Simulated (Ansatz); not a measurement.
Structure: a 2-atom cell of CdO started from a crystallographic database, at its r2SCAN minimum. The symmetry is Fm-3m (No. 225, cubic); a = 4.706 Å in the conventional setting, 13.03 Å³ an atom. Cd has 6 O at 2.35 Å; O has 6 Cd at 2.35 Å.

```yaml
crystal:
  lattice:
    - [0.00000, 2.35300, 2.35300]
    - [2.35300, 0.00000, 2.35300]
    - [2.35300, 2.35300, 0.00000]
  atoms:
    - { symbol: Cd, position: [0.00000, 0.00000, 0.00000] }
    - { symbol: O, position: [0.50000, 0.50000, 0.50000] }
```

4 runs of Ansatz 0.2.0 on this cell differ in the functional (and in the settings that go with it). Levels are in eV from each run's valence top; v1 is the last filled band, c1 the first empty one.

Run A, mean stress -6.7 GPa (compression positive):

| point | v5 | v3 | v1 | c1 | c2 | c3 |
| --- | --- | --- | --- | --- | --- | --- |
| Γ | -6.35 | -1.39 | -1.39 | -0.53 | 14.35 | 16.86 |
| X | -5.94 | -4.38 | -2.36 | 3.63 | 8.33 | 11.12 |
| U | -6.03 | -3.43 | -1.28 | 5.18 | 8.43 | 8.44 |
| L | -6.09 | -3.84 | 0.00 | 4.28 | 7.11 | 11.60 |
| W | -5.94 | -3.03 | -1.92 | 5.76 | 8.73 | 8.73 |

Run B, mean stress 0.0 GPa (compression positive):

| point | v5 | v3 | v1 | c1 | c2 | c3 |
| --- | --- | --- | --- | --- | --- | --- |
| Γ | -7.29 | -1.37 | -1.37 | 0.90 | 16.07 | 18.74 |
| X | -6.85 | -4.54 | -2.43 | 5.62 | 10.39 | 12.69 |
| U | -6.94 | -3.62 | -1.34 | 7.23 | 10.29 | 10.42 |
| L | -6.99 | -4.10 | 0.00 | 5.87 | 9.32 | 13.66 |
| W | -6.85 | -3.18 | -1.92 | 7.84 | 10.67 | 10.67 |

Run C, mean stress +5.4 GPa (compression positive):

| point | v5 | v3 | v1 | c1 | c2 | c3 |
| --- | --- | --- | --- | --- | --- | --- |
| Γ | -6.39 | -1.34 | -1.34 | -0.42 | 14.52 | 17.01 |
| X | -6.01 | -4.28 | -2.30 | 3.90 | 8.50 | 11.22 |
| U | -6.10 | -3.37 | -1.25 | 5.43 | 8.60 | 8.60 |
| L | -6.15 | -3.79 | 0.00 | 4.44 | 7.30 | 11.86 |
| W | -6.01 | -2.97 | -1.86 | 6.00 | 8.90 | 8.90 |

Run D, mean stress 0.0 GPa (compression positive):

| point | v5 | v3 | v1 | c1 | c2 | c3 |
| --- | --- | --- | --- | --- | --- | --- |
| Γ | -6.58 | -1.36 | -1.36 | 0.10 | 15.20 | 17.79 |
| X | -6.24 | -4.27 | -2.31 | 4.60 | 9.27 | 11.81 |
| U | -6.32 | -3.39 | -1.26 | 6.14 | 9.30 | 9.35 |
| L | -6.37 | -3.82 | 0.00 | 5.07 | 8.02 | 12.74 |
| W | -6.24 | -2.99 | -1.82 | 6.70 | 9.63 | 9.63 |

Q: Match the runs to LDA, PBE, r2SCAN, HSE06.

A: A is LDA, B is HSE06, C is PBE, D is r2SCAN. In order of the gap: LDA none (overlap 0.53), PBE none (overlap 0.42), r2SCAN 0.10, HSE06 0.90 eV.

Calculated for a static, non-magnetic cell.

Spin-orbit coupling is left out.

The stress of a hybrid is loosely converged in these runs.

Where bands overlap, v1 and c1 are numbered by the electron count and aren't everywhere filled or empty.

Overlapping bands make a metal at that level, for which these meshes are coarse; small forces, stresses and energy differences are uncertain.

The meshes of the hybrids are coarse, so their gaps aren't converged to the digits shown.
